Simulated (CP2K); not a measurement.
Moving the choice of potentials or basis in LiF

```cif
data_structure
_symmetry_space_group_name_H-M 'Fm-3m'
_symmetry_Int_Tables_number 225
_cell_length_a 4.0280
_cell_length_b 4.0280
_cell_length_c 4.0280
_cell_angle_alpha 90.000
_cell_angle_beta 90.000
_cell_angle_gamma 90.000
_cell_volume 65.35
loop_
_atom_site_label
_atom_site_type_symbol
_atom_site_symmetry_multiplicity
_atom_site_Wyckoff_symbol
_atom_site_fract_x
_atom_site_fract_y
_atom_site_fract_z
_atom_site_occupancy
F1 F 4 b 0.00000 0.50000 0.00000 1
Li1 Li 4 a 0.00000 0.00000 0.00000 1
```

Kept alike: task single point; functional PBE; k mesh 11 × 11 × 11; occupations fermi-dirac, width 0.05 eV; no spin polarisation. Program: CP2K. The mesh is that of the run's cell of 2 atoms. No spin-orbit coupling.

| choice of potentials or basis | pressure (GPa) |
| --- | --- |
| GTH_POTENTIALS F GTH-PBE-q7, Li GTH-PBE-q3; DZVP-MOLOPT-SR-GTH basis | 2.91 |
| GTH_POTENTIALS F GTH-PBE-q7, Li GTH-PBE-q3; TZVP-MOLOPT-GTH, TZVP-MOLOPT-SR-GTH basis | 2.54 |
| POTENTIAL_UZH F GTH-PBE-q7, Li GTH-PBE-q3; DZVP-MOLOPT-PBE-GTH basis | 2.98 |
| POTENTIAL_UZH F GTH-PBE-q7, Li GTH-PBE-q3; TZVP-MOLOPT-PBE-GTH basis | 2.57 |
| all electrons (GAPW); pob-TZVP-rev2 basis | 3.68 |

Pressure is positive in compression. Runs of this series that gave no sound value for these columns are left out.

**Question.** What does the choice of potentials or basis change here?

**Answer.** The pressure runs from 2.54 (GTH_POTENTIALS F GTH-PBE-q7, Li GTH-PBE-q3; TZVP-MOLOPT-GTH, TZVP-MOLOPT-SR-GTH basis) to 3.68 GPa (all electrons (GAPW); pob-TZVP-rev2 basis).
